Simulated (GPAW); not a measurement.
# GaAs (F-43m) in GPAW: a series of runs, part 2 of 3

GPAW 26.7.0. The steps go on from the part before.

## Step 3: Equation of state, PBE

File run.py:

```python
from ase.eos import EquationOfState
from ase.io import Trajectory, read
from ase.units import GPa
from gpaw import GPAW, PW

atoms = read('GaAs.cif')

traj = Trajectory('eos.traj', 'w')
volumes, energies = [], []
for x in [0.94, 0.96, 0.98, 1.0, 1.02, 1.04, 1.06]:
    a = atoms.copy()
    a.set_cell(atoms.cell * x**(1 / 3), scale_atoms=True)
    calc = GPAW(mode=PW(600),
                xc='PBE',
                kpts={'size': (8, 8, 8), 'gamma': True},
                occupations={'name': 'fermi-dirac', 'width': 0.05},
                nbands=11,
                convergence={'density': 1e-05, 'energy': 1e-05},
                maxiter=150,
                txt=f'eos-{x:.2f}.txt')
    a.calc = calc
    energies.append(a.get_potential_energy(force_consistent=True))
    volumes.append(a.get_volume())
    p = -a.get_stress()[:3].mean() / GPa
    calc.write(f'eos-{x:.2f}.gpw')
    traj.write(a)
    print(f'{x:.2f} {volumes[-1]:10.4f} A^3 {energies[-1]:14.6f} eV {p:9.3f} GPa', flush=True)

v0, e0, B = EquationOfState(volumes, energies, eos='birchmurnaghan').fit()
print(f'V0 = {v0:.4f} A^3, E0 = {e0:.6f} eV, B0 = {B / GPa:.2f} GPa')
```

File GaAs.cif:

```cif
data_GaAs
_cell_length_a 3.99776961
_cell_length_b 3.99776961
_cell_length_c 3.99776961
_cell_angle_alpha 60.00000000
_cell_angle_beta 60.00000000
_cell_angle_gamma 60.00000000
_space_group_name_H-M_alt 'P1'
_space_group_name_Hall 'P 1'
_space_group_IT_number 1
loop_
_space_group_symop_operation_xyz
'x,y,z'
loop_
_atom_site_label
_atom_site_type_symbol
_atom_site_symmetry_multiplicity
_atom_site_Wyckoff_symbol
_atom_site_fract_x
_atom_site_fract_y
_atom_site_fract_z
_atom_site_occupancy
As1 As 1 a 0.7500000000 0.7500000000 0.7500000000 1
Ga1 Ga 1 a 0.0000000000 0.0000000000 0.0000000000 1
```

Potentials or basis: GPAW PAW data sets (gpaw-data 1.2.1), pw.

Started as:

```
$ OMP_NUM_THREADS=1 python run.py
```

Output:

```text
__  _  _
 | _ |_)|_||  |
 |__||  | ||/\| - 26.7.0

Input parameters:
  mode=PW(ecut=600.0),
  convergence={'density': 1e-05, 'energy': 1e-05},
  kpts=MonkhorstPack(size=(8, 8, 8), gamma=True),
  maxiter=150,
  nbands=11,
  occupations=Occupations(name='fermi-dirac', width=0.05),
  xc=XC(name='PBE')

Diagonalizing LCAO Hamiltonian
Converting LCAO to pw mode

                        As

       Ga

Atoms  # Å, Bohr magnetons
|   | symbol |        x |        y |        z |    initial magnetic moments |
|---|--------|----------|----------|----------|-----------------------------|
| 0 |     As | 5.874239 | 3.391494 | 2.398148 | ( 0.0000,  0.0000,  0.0000) |
| 1 |     Ga | 0.000000 | 0.000000 | 0.000000 | ( 0.0000,  0.0000,  0.0000) |

Unit cell  # Å
| periodic |        x |        y |        z |  lengths |    angles |
|----------|----------|----------|----------|----------|-----------|
|      yes | 3.916160 | 0.000000 | 0.000000 | 3.916160 | 60.000000 |
|      yes | 1.958080 | 3.391494 | 0.000000 | 3.916160 | 60.000000 |
|      yes | 1.958080 | 1.130498 | 3.197531 | 3.916160 | 60.000000 |

Number of symmetries: 24
Symmetry operations  # r_c * U_cc + t_c -> r_c
|    | kind |            matrix            |
|----|------|------------------------------|
|  0 |  E   |  1, 0, 0,  0, 1, 0,  0, 0, 1 |
|  1 |  σ   |  1, 0, 0,  0, 0, 1,  0, 1, 0 |
|  2 |  σ   |  1, 0,-1,  0, 1,-1,  0, 0,-1 |
|  3 |  C3  |  1, 0,-1,  0, 0,-1,  0, 1,-1 |
|  4 |  C3  |  1,-1, 0,  0,-1, 1,  0,-1, 0 |
|  5 |  σ   |  1,-1, 0,  0,-1, 0,  0,-1, 1 |
|  6 |  σ   |  0, 1, 0,  1, 0, 0,  0, 0, 1 |
|  7 |  C3  |  0, 1, 0,  0, 0, 1,  1, 0, 0 |
|  8 |  C2  |  0, 1,-1,  1, 0,-1,  0, 0,-1 |
|  9 |  S4  |  0, 1,-1,  0, 0,-1,  1, 0,-1 |
| 10 |  C3  |  0, 0, 1,  1, 0, 0,  0, 1, 0 |
| 11 |  σ   |  0, 0, 1,  0, 1, 0,  1, 0, 0 |
| 12 |  S4  |  0, 0,-1,  1, 0,-1,  0, 1,-1 |
| 13 |  C3  |  0, 0,-1,  0, 1,-1,  1, 0,-1 |
| 14 |  S4  |  0,-1, 1,  1,-1, 0,  0,-1, 0 |
| 15 |  C2  |  0,-1, 1,  0,-1, 0,  1,-1, 0 |
| 16 |  C3  |  0,-1, 0,  1,-1, 0,  0,-1, 1 |
| 17 |  S4  |  0,-1, 0,  0,-1, 1,  1,-1, 0 |
| 18 |  S4  | -1, 1, 0, -1, 0, 1, -1, 0, 0 |
| 19 |  C3  | -1, 1, 0, -1, 0, 0, -1, 0, 1 |
| 20 |  C3  | -1, 0, 1, -1, 1, 0, -1, 0, 0 |
| 21 |  S4  | -1, 0, 1, -1, 0, 0, -1, 1, 0 |
| 22 |  σ   | -1, 0, 0, -1, 1, 0, -1, 0, 1 |
| 23 |  C2  | -1, 0, 0, -1, 0, 1, -1, 1, 0 |

BZ-sampling:
  Number of BZ points: 512
  Number of IBZ points: 29

  Monkhorst-Pack size: [8, 8, 8]
  Monkhorst-Pack shift: [0.0625, 0.0625, 0.0625]

K-points  # in reciprocal-cell coordinates
|     |                                coordinates |     weight |
|-----|--------------------------------------------|------------|
|   0 | (  0.00000000,   0.00000000,   0.00000000) | 0.00195312 |
|   1 | (  0.12500000,   0.12500000,   0.00000000) | 0.01171875 |
|   2 | (  0.12500000,   0.12500000,   0.12500000) | 0.01562500 |
|   3 | (  0.25000000,   0.12500000,   0.12500000) | 0.02343750 |
|   4 | (  0.25000000,   0.25000000,   0.00000000) | 0.01171875 |
|   5 | (  0.25000000,   0.25000000,   0.12500000) | 0.04687500 |
|   6 | (  0.25000000,   0.25000000,   0.25000000) | 0.01562500 |
|   7 | (  0.37500000,   0.25000000,  -0.37500000) | 0.04687500 |
|   8 | (  0.37500000,   0.25000000,   0.12500000) | 0.04687500 |
|   9 | (  0.37500000,   0.25000000,   0.25000000) | 0.04687500 |
| ... |                                            |            |
|  28 | (  0.50000000,   0.50000000,   0.50000000) | 0.00781250 |

Plane wave coefficients: 1428
Cutoff: 600.0 eV

Spin-components: 1 (collinear spins)
Bands:           11
Projectors:      10
Spin-degeneracy: 2
Datatype:        complex128

Parallelization:
  kpt:    1
  domain: 1
  band:   1

Density:
  Valence electrons: 8.0
  Components: 1
  Grid points: [24 24 24]
  Charge: 0.0  # |e|

Potential:
  Grid points: [24 24 24]

species:
  As:
    name:    Arsenic
    Z:       33.0
    valence: 5
    core:    28
    charge:  0.0  # [|e|]
    compensation charges:
      type: gauss
      rc: 0.33  # [Å]
      lmax: 2
    cutoffs:
      filter: 1.87  # [Å]
      core: 2.96  # [Å]
    projectors
    | kind |    occ | energy [eV] | rcut [Å] |
    |------|--------|-------------|----------|
    |   4s |  2.000 |     -14.487 |    1.058 |
    |   4p |  3.000 |      -5.196 |    1.058 |
    |    s |        |      12.725 |    1.058 |
    |    p |        |      22.016 |    1.058 |
    |    d |        |       0.000 |    1.058 |

    Using partial waves for As as LCAO basis

  Ga:
    name:    Gallium
    Z:       31.0
    valence: 3
    core:    28
    charge:  0.0  # [|e|]
    compensation charges:
      type: gauss
      rc: 0.37  # [Å]
      lmax: 2
    cutoffs:
      filter: 2.06  # [Å]
      core: 4.17  # [Å]
    projectors
    | kind |    occ | energy [eV] | rcut [Å] |
    |------|--------|-------------|----------|
    |   4s |  2.000 |      -8.945 |    1.164 |
    |   4p |  1.000 |      -2.580 |    1.164 |
    |    s |        |      18.266 |    1.164 |
    |    p |        |      24.631 |    1.164 |
    |    d |        |       0.000 |    1.164 |

    Using partial waves for Ga as LCAO basis

Reference energy: -114387.645129  # eV

eigensolver:
  PPCG
  Converge bands: occupied
  niter=2

density mixing:
  MSR1-Mixer
  Pratt-step length: 0.05
  Maximum mixing coefficient: 0.75
  Old densities: 10
  SVD Regularization: 0.005
  Good broyden scale: 1.0
  Trust region scale: 1.0
  Backstep threshold: 4.0
  History deletion threshold: 6.0
  Fourier metric: weight=20.0, sigma=0.015

occupation numbers:
  Fermi-Dirac:
    width: 0.0500  # eV

poisson solver:
  ecut: 4800.0  # eV

xc functional:
  name: PBE with 2 nearest neighbor stencil

convergence criteria:
- Maximum integral of absolute [dens]ity change: 1e-05 electrons / valence electron
- Maximum [total energy] change in last 3 cyles: 1e-05 eV / valence electron
- Maximum integral of absolute [eigenst]ate change: 4e-08 eV^2 / valence electron
maximum number of iterations: 150

SCF iterations
|iter     | |      energy | eigst |  dens |
|---------|-|-------------|-------|-------|
|iter:   1| |   -8.203549 | -0.62 |       |
|iter:   2| |   -8.185466 | -3.03 | -0.89 |
|iter:   3| |   -8.106249 | -2.15 | -0.92 |
|iter:   4| |   -8.108437 | -3.64 | -1.52 |
|iter:   5| |   -8.108820 | -4.64 | -2.04 |
|iter:   6| |   -8.108838 | -5.97 | -2.78 |
|iter:   7| |   -8.108838c| -7.48c| -3.54 |
|iter:   8| |   -8.108838c| -8.53c| -4.05 |
|iter:   9| |   -8.108838c| -9.31c| -5.45c|

Converged in 9 steps
Energy contributions relative to reference atoms: (reference = -114387.645129)

Energy contributions:
  Kinetic:          35.945821
  Coulomb:         -31.396119
  Zero:              0.021593
  External:          0.000000
  Xc:              -12.680134
  Entropy:          -0.000000
  Spinorbit:         0.000000
  ----------------------------
  Free energy:      -8.108838
  Extrapolated:     -8.108838

dipole moment: (-14.970574, -8.643265, -6.111711)  # |e|*Ang

Fermi level: 6.147
Eigenvalues  # (at kpt = [0.000, 0.000, 0.000])
| band index |      eig [eV] | occ [0-2] |
|------------|---------------|-----------|
|          0 |        -7.572 |     2.000 |
|          1 |         5.588 |     2.000 |
|          2 |         5.588 |     2.000 |
|          3 |         5.588 |     2.000 |
|          4 |         6.659 |     0.000 |
|          5 |         9.379 |     0.000 |
|          6 |         9.379 |     0.000 |
|          7 |         9.379 |     0.000 |
|          8 |        13.450 |     0.000 |
|          9 |        15.825 |     0.000 |
|         10 |        15.825 |     0.000 |

Gap: 1.071 eV
Transition (v -> c):
  (s=0, k=0, n=3, [0.00, 0.00, 0.00]) -> (s=0, k=0, n=4, [0.00, 0.00, 0.00])
No difference between direct/indirect transitions

Stress tensor  # eV/Ang^3
|         x |         y |         z |
|-----------|-----------|-----------|
| -0.063681 |  0.000000 |  0.000000 |
|  0.000000 | -0.063681 |  0.000000 |
|  0.000000 |  0.000000 | -0.063681 |

# Writing to eos-0.94.gpw (mode='')
```

It took 26 s on 1 thread of AMD EPYC 9R45 (Zen 5), shared host; peak memory 0.21 GiB.

What came out:

* Equilibrium volume: 23.99 Å³/atom (rough: see the caveat)
* Bulk modulus: 62 GPa (rough)

Energy against volume, from the lowest point:
```
volume (Å³/atom)  energy (meV/atom)
          21.234              78.12
          21.686              52.45
          22.138              32.57
          22.590              17.91
          23.041               7.91
          23.493               2.09
          23.945               0.00
```

Caveat: the minimum lies outside the volumes run.

## Step 4: Band structure, optPBE-vdW, spin-orbit coupling, no magnetisation

File run.py:

```python
import numpy as np
from ase.dft.bandgap import bandgap
from ase.io import read, write
from gpaw import GPAW, PW
from gpaw.spinorbit import soc_eigenstates

atoms = read('GaAs.xyz')

calc = GPAW(mode=PW(600),
            xc={'name': 'optPBE-vdW', 'backend': 'libvdwxc'},
            kpts={'size': (8, 8, 8), 'gamma': True},
            occupations={'name': 'fermi-dirac', 'width': 0.05},
            nbands=11,
            convergence={'density': 1e-05, 'energy': 1e-05},
            maxiter=150,
            txt='gpaw.txt')
atoms.calc = calc
energy = atoms.get_potential_energy()
forces = atoms.get_forces()
calc.write('gs.gpw')
write('result.traj', atoms)
print(f'Energy: {energy:.6f} eV')
print('Forces (eV/A):')
print(forces.round(4))
print('Fermi level:', round(calc.get_fermi_level(), 4), 'eV')
print(f'Gap: {bandgap(calc)[0]:.4f} eV, direct: {bandgap(calc, direct=True)[0]:.4f} eV')

path = atoms.cell.bandpath('GXWKGLUWLK,UX', npoints=100, eps=1e-4)
bs_calc = calc.fixed_density(kpts=path, symmetry='off', nbands=21,
                             convergence={'bands': 'CBM+6.0', 'eigenstates': 1e-6}, txt='bands.txt')
bs = bs_calc.band_structure()
bs.write('bs.json')
print(f'Gap on the path: {bandgap(bs_calc)[0]:.4f} eV')

soc = soc_eigenstates(bs_calc, theta=90, phi=45)
np.savetxt('soc_bands.dat', soc.eigenvalues(), fmt='%.4f')
mesh = soc_eigenstates('gs.gpw', theta=90, phi=45)
np.savetxt('soc_mesh.dat', mesh.eigenvalues(), fmt='%.4f')
print('Fermi level with spin-orbit coupling:', round(mesh.fermi_level, 4), 'eV')
```

File GaAs.xyz:

```xyz
2
Lattice="0.0000000000 2.8268500000 2.8268500000 2.8268500000 0.0000000000 2.8268500000 2.8268500000 2.8268500000 0.0000000000" Properties=species:S:1:pos:R:3 pbc="T T T"
As     4.2402750000      4.2402750000      4.2402750000
Ga     0.0000000000      0.0000000000      0.0000000000
```

Started as:

```
$ OMP_NUM_THREADS=1 python run.py
```

Run time: 13 s. Hardware: 1 thread of AMD EPYC 9R45 (Zen 5), shared host; peak memory 0.3 GiB.

It converged, with:

```yaml
Free_energy: -39.7693 eV
Band_gap_on_the_k_mesh: 0.48 eV, direct
Band_gap_along_the_path: 0.48 eV, direct
```

Levels at the corners of the path, in eV from the valence-band top:
| point | band 5 | band 6 | band 7 | band 8 | band 9 | band 10 | band 11 | band 12 |
| --- | --- | --- | --- | --- | --- | --- | --- | --- |
| Γ | 0.00 | 0.00 | 0.00 | 0.00 | 0.48 | 0.48 | 3.54 | 3.54 |
| X | -2.81 | -2.81 | -2.72 | -2.72 | 1.42 | 1.42 | 1.60 | 1.60 |
| W | -3.70 | -3.57 | -3.43 | -3.39 | 4.43 | 4.62 | 4.67 | 4.70 |
| K | -3.97 | -3.91 | -2.35 | -2.35 | 1.91 | 1.91 | 4.54 | 4.61 |
| Γ | 0.00 | 0.00 | 0.00 | 0.00 | 0.48 | 0.48 | 3.54 | 3.54 |
| L | -1.36 | -1.36 | -1.14 | -1.14 | 0.95 | 0.95 | 4.53 | 4.53 |
| U | -3.97 | -3.91 | -2.35 | -2.35 | 1.91 | 1.91 | 4.54 | 4.61 |
| W | -3.70 | -3.57 | -3.43 | -3.39 | 4.43 | 4.62 | 4.67 | 4.70 |
| L | -1.36 | -1.36 | -1.14 | -1.14 | 0.95 | 0.95 | 4.53 | 4.53 |
| K | -3.97 | -3.91 | -2.35 | -2.35 | 1.91 | 1.91 | 4.54 | 4.61 |
| U | -3.97 | -3.91 | -2.35 | -2.35 | 1.91 | 1.91 | 4.54 | 4.61 |
| X | -2.81 | -2.81 | -2.72 | -2.72 | 1.42 | 1.42 | 1.60 | 1.60 |

Caveat: spin-orbit coupling was added after a scalar SCF, so levels and gaps hold it while energy, forces, pressure and moments don't; this program's spin-orbit splittings come out too wide for heavy elements; the PAW data sets were made with another functional, which shifts forces and pressure a little.

(Part 2 of 3 ends here.)
